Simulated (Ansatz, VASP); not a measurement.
## NaH in VASP and in Ansatz

File POSCAR:

```
NaH
1.0
    0.0199962922      2.5969210614      2.5969210614
    2.5969210614      0.0199962922      2.5969210614
    2.6169173536      2.6169173536      0.0000000000
Na H
1 1
Direct
    0.0014929924      0.0014929924     -0.0014929924
    0.2485070076      0.2485070076      0.2514929924
```

The input INCAR.step1:

```
ALGO = Normal
EDIFF = 1E-4
ENCUT = 520
GGA = PE
ISMEAR = 0
LASPH = True
LCHARG = False
LREAL = False
LWAVE = True
NBANDS = 11
NELM = 100
PREC = Accurate
SIGMA = 0.01
```

The input INCAR.step2:

```
ALGO = Normal
EDIFF = 1E-6
ENCUT = 520
ISIF = 2
ISMEAR = 0
ISTART = 1
LASPH = True
LCHARG = False
LMIXTAU = True
LREAL = False
LWAVE = False
METAGGA = R2SCAN
NBANDS = 11
NELM = 100
PREC = Accurate
SIGMA = 0.01
```

File KPOINTS:

```
k-points
0
Gamma
  8 8 8
```

Input for Ansatz:

```yaml
crystal:
  lattice:
    - [0.0199962922, 2.5969210614, 2.5969210614]
    - [2.5969210614, 0.0199962922, 2.5969210614]
    - [2.6169173536, 2.6169173536, 0.0]
  atoms:
    - { symbol: Na, position: [0.0014929924, 0.0014929924, -0.0014929924] }
    - { symbol: H, position: [0.2485070076, 0.2485070076, 0.2514929924] }
kpoints:
  mp_grid: { grid: [8, 8, 8] }
  band_path:
    path:
      - [0.0, 0.0, 0.0]
      - [-0.5, -0.5, 0.0]
      - [-0.375, -0.375, 0.25]
      - [-0.375, 0.0, 0.375]
      - [0.0, 0.0, 0.5]
      - [-0.5, -0.25, 0.25]
      - [0.25, -0.25, -0.5]
    npoints: 1
hamiltonian:
  xc: r2scan
scf:
  occupations: { method: fixed }
  n_extra_bands: 4
output:
  forces: true
  stress: true
  eigenvalues: true
```

Change from the starting cell: shear_xy strain +1.5%.

Alike in both runs: task single point; functional r2SCAN; k mesh 8 × 8 × 8; no spin polarisation.

```csv
,VASP,Ansatz
version,VASP 6.6.1,Ansatz 0.2.0
potentials or method,"VASP PAW PBE potentials, release 64 (Na_pv, H)","plane waves, PAW"
plane-wave cutoff (eV),520,500
occupations,"gaussian, width 0.01 eV",fixed
valence electrons in the cell,8,10
```

VASP gave:

| Property | Result |
| --- | --- |
| gap on the k mesh at the Fermi level (eV) | 4.01 |
| pressure (GPa) | -0.2 |
| largest component of the traceless stress (GPa) | 0.19 |
| rms of the force components (eV/Å) | 0.003 |

Which values does Ansatz return?

gap on the k mesh at the Fermi level (eV): 4.01; pressure (GPa): 0.0; largest component of the traceless stress (GPa): 0.21; rms of the force components (eV/Å): 0.000.

Atom by atom the forces differ by 0.003 eV/Å (rms over components). The two sets of potentials don't hold the same shells in valence.

Caveats: the PAW data sets were made with another functional, which shifts forces and pressure a little (VASP). A k mesh can miss the band edges.
